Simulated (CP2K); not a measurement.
Runs of CP2K 2026.2 on AlN. Symmetry: F-43m, No. 216, cubic system. Conventional cell: a = 4.368 Å, b = 4.368 Å, c = 4.368 Å, α = 90.00°, β = 90.00°, γ = 90.00°. Al (site symmetry -43m) is surrounded by 4 N at 1.89 Å. N (site symmetry -43m) is surrounded by 4 Al at 1.89 Å. Measurements of this composition are mostly on another form, of space group No. 186.

```csv
level,cutoff of the non-local correlation (Ry),gap on the mesh (eV),pressure (GPa)
PBEsol,-,3.17,3.4
optB88-vdW,300,3.53,3.0
rev-vdW-DF2,300,3.38,3.4
PBE,-,3.32,3.8
LDA,-,(b),(a)
M06-L,-,3.78,-3.5
RPBE,-,3.39,4.1
```

Alike in all rows: task band structure; potentials or basis POTENTIAL_UZH Al GTH-PBE-q3, N GTH-PBE-q5; TZVP-MOLOPT-PBE-GTH basis; no spin polarisation; cell as given; k mesh 10 × 10 × 10; smearing fermi-dirac 0.05 eV.

Task: Fill in the values left out.

Result: (a) 3.5; (b) 3.16.

Caveats: the basis of atomic orbitals isn't converged, which shifts pressures, moduli and gaps; the potentials were made for another functional, which shifts forces and pressure (some runs).

